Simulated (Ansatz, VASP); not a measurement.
## Two plane-wave programs on AgCl

File POSCAR:

```
AgCl
1.0
    0.0000000000      2.9932461729      2.9932461729
    2.9932461729      0.0000000000      2.9932461729
    2.9932461729      2.9932461729      0.0000000000
Ag Cl
1 1
Direct
    0.0000000000      0.0000000000      0.0000000000
    0.2500000000      0.2500000000      0.2500000000
```

INCAR.step1

```
PREC = Accurate
ENCUT = 520
EDIFF = 1E-5
ISMEAR = 0
SIGMA = 0.01
LREAL = False
LASPH = True
NELM = 80
ALGO = Normal
ISIF = 2
LWAVE = True
NBANDS = 16
GGA = PE
```

The input INCAR.step2:

```
PREC = Accurate
ENCUT = 520
EDIFF = 1E-6
ISMEAR = 0
SIGMA = 0.01
LREAL = False
LASPH = True
NELM = 80
ALGO = Normal
ISIF = 2
LWAVE = False
LCHARG = True
GGA = PE
LHFCALC = True
HFSCREEN = 0.2079
PRECFOCK = Normal
LELF = True
LVHAR = True
NBANDS = 16
ISTART = 1
```

File KPOINTS:

```
regular mesh
0
Gamma
  4 4 4
```

Input for Ansatz:

```yaml
crystal:
  lattice:
    - [0.0, 2.9932461729, 2.9932461729]
    - [2.9932461729, 0.0, 2.9932461729]
    - [2.9932461729, 2.9932461729, 0.0]
  atoms:
    - { symbol: Ag, position: [0.0, 0.0, 0.0] }
    - { symbol: Cl, position: [0.25, 0.25, 0.25] }
kpoints:
  mp_grid: { grid: [4, 4, 4] }
hamiltonian:
  xc: hse06
scf:
  occupations: { method: fixed }
  n_extra_bands: 4
output:
  forces: true
  stress: true
  eigenvalues: true
```

The cell was built by a generator and needn't be a form met in nature.

Alike in both runs: task single point; functional HSE06; k mesh 4 × 4 × 4; no spin polarisation.

|  | VASP | Ansatz |
| --- | --- | --- |
| version | VASP 6.6.1 | Ansatz 0.2.0 |
| potentials or method | VASP PAW PBE potentials, release 64 (Ag, Cl) | plane waves, PAW |
| plane-wave cutoff (eV) | 520 | 420 |
| occupations | gaussian, width 0.01 eV | fixed |
| valence electrons in the cell | 18 | 26 |

Ansatz gave:

| Item | Value |
| --- | --- |
| gap on the k mesh at the Fermi level (eV) | 2.72 |
| pressure (GPa) | 1.1 |

Task: Estimate VASP's values.

Result: gap on the k mesh at the Fermi level (eV): 2.70; pressure (GPa): 1.0.

The two sets of potentials don't hold the same shells in valence. Ansatz warned: «stress_exchange_threshold_loose».

Caveats: the k mesh is coarse (spacing up to 0.45 Å⁻¹), so the values aren't converged, least of all with exact exchange; the PAW data sets were made with another functional, which shifts forces and pressure a little (VASP).
